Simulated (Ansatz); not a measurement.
Input and command of a calculation in Ansatz (plane waves; scalar-relativistic PAW potentials unless the input names others):

```yaml
crystal:
  lattice:
    - [0.0, 2.223, 2.223]
    - [2.223, 0.0, 2.223]
    - [2.223, 2.223, 0.0]
  atoms:
    - { symbol: Mn, position: [0.0, 0.0, 0.0], spin: 4.47 }
    - { symbol: O, position: [0.5, 0.5, 0.5], spin: 0.26 }
basis:
  ecutwfc: 420
kpoints:
  mp_grid: { grid: [16, 16, 16] }
hamiltonian:
  xc: pbe
scf:
  occupations: { method: fermi_dirac, width: 0.3 }
  n_extra_bands: 0
  max_iter: 75
output:
  forces: true
  eigenvalues: true
  stress: true
magnetization:
  spin_polarized: true
relax:
  adjacent_minimum: "off"
  f_tol: 0.005
  max_steps: 80
  cell: { stress_tol: 0.05 }
```

```bash
ansatz run input.yaml --threads 1 --pin off --max-ram 2560MiB --backend cpu --events-out ev --progress --plain --runs-dir out
```

Question: Will this input run?

Answer: The program refuses it, because of too few bands (scf.n_extra_bands: not typed → 0). Also changed, but not at fault: scf.occupations: {"method": "gaussian", "width": 0.1} → {"method": "fermi_dirac", "width": 0.3}. With the sound run's settings it is accepted.

Abridged log:
```
Error: inconsistent input (scf.n_extra_bands): n_bands = 11 cannot host the net starting moment |Σ_I m_I| = 4.7300 μB: with N_el = 21 the majority spin channel must hold (N_el + |M|)/2 = 12.8650 electrons at no more than one per band — at least 13 bands (11 bands cap the reachable moment at 2·n_bands − N_el = 1.0000 μB); raise scf.n_extra_bands until at least 13 bands are solved (omitted, it auto-derives to 18)
```